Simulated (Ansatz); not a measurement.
Start from a 16-atom supercell of BeO in the wurtzite structure (space group P6_3mc, No. 186; a = 2.6905 Å, c = 4.3699 Å) at its relaxed geometry.

Level of theory: Ansatz (an electronic-structure program) r2SCAN, no SOC.

Base values:

Pressure: 0.0 GPa

The change: one Be atom is added in an open site, starting 1.65 Å from the nearest host atom, atoms relaxed at fixed cell, starting from a slightly rattled geometry.

**Question.** What happens to the final site of the added atom, pressure and largest displacement of a host atom from its site in the perfect cell?

**Answer.** The final site of the added atom amounts to 3 O at 1.61 Å (trigonal pyramidal); the pressure goes from zero to 26.2 GPa; the largest displacement of a host atom from its site in the perfect cell amounts to 0.23 Å.

The magnetic state is the one reached from the starting moments; the real material's order can differ, and small cells can't hold many antiferromagnetic ones. In so small a cell the defect repeats every few ångströms: this is an ordered compound, not a dilute defect. Starting moments died away, wholly or in part, for Be interstitial (started 1.65 Å from the nearest host atom); another magnetic solution may exist. The defect cell is spin-polarised and ends with 0.0 μB.
